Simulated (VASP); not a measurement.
Set up this calculation in VASP 6.6.1, as the native input.

```yaml
Task: relaxation of cell and atoms
Functional: PBE
Potentials_or_basis: VASP PAW PBE potentials, release 64 (Bi)
Cutoff: 300 eV
k_mesh: 7 × 7 × 7
Occupations: methfessel-paxton, width 0.1 eV
Spin: no spin polarisation
Further_INCAR_settings: ALGO = Normal; EDIFF = 1e-06; IBRION = 2; EDIFFG = -0.01; NSW = 90; ISIF = 3
```

The structure of Bi lies in POSCAR:

```
Bi
1.0
   -1.9814305318      1.9814305318      1.9814305318
    1.9814305318     -1.9814305318      1.9814305318
    1.9814305318      1.9814305318     -1.9814305318
Bi
1
Direct
    0.0000000000      0.0000000000      0.0000000000
```

This isn't the form of Bi at room conditions, which is rhombohedral.

One way to write it, as run:

INCAR

```
SYSTEM = Bi
PREC     = Accurate       ! precision mode
ENCUT    = 300            ! plane-wave cutoff, eV
EDIFF    = 1E-6           ! SCF threshold, eV
ISMEAR   = 1              ! smearing method
SIGMA    = 0.1            ! smearing width, eV
LREAL    = .False.        ! projectors in reciprocal space
LASPH    = .True.         ! aspherical terms in the spheres
NELM     = 80             ! most SCF steps
ALGO     = Normal         ! electronic algorithm
ISIF     = 3              ! what is computed and relaxed
LWAVE    = .False.        ! write WAVECAR
LCHARG   = .False.        ! write CHGCAR
GGA      = PE             ! functional
IBRION   = 2              ! ionic algorithm
NSW      = 90             ! ionic steps
EDIFFG   = -0.01          ! ionic threshold
```

KPOINTS

```
Automatic mesh
0
Gamma
  7 7 7
  0 0 0
```

Potentials or basis: VASP PAW PBE potentials, release 64 (Bi).

Command:

```sh
$ cat potpaw_PBE.64/Bi/POTCAR > POTCAR
$ mpirun -np 1 vasp_std > vasp.out
```

Results of the run:

```
Relaxed volume                         : 32.10 Å³/atom
Relaxed cell                           : a = 3.468 Å, b = 3.468 Å, c = 3.468 Å, α = 109.47°, β = 109.47°, γ = 109.47°
Space group after relaxing (to 0.05 Å) : Im-3m (No. 229)
Energy gained by relaxing              : 5.2 meV/atom
Ionic steps                            : 3
Pressure after relaxing                : 0.0 GPa
Band gap on the k mesh                 : none (metal or under the smearing width)
```

Caveat: spin-orbit coupling is left out, which moves the levels of the heavy elements.

Wall time 5.2 s on 1 thread of Intel(R) Xeon(R) 6975P-C (Granite Rapids) (shared host), peak memory 0.11 GiB.
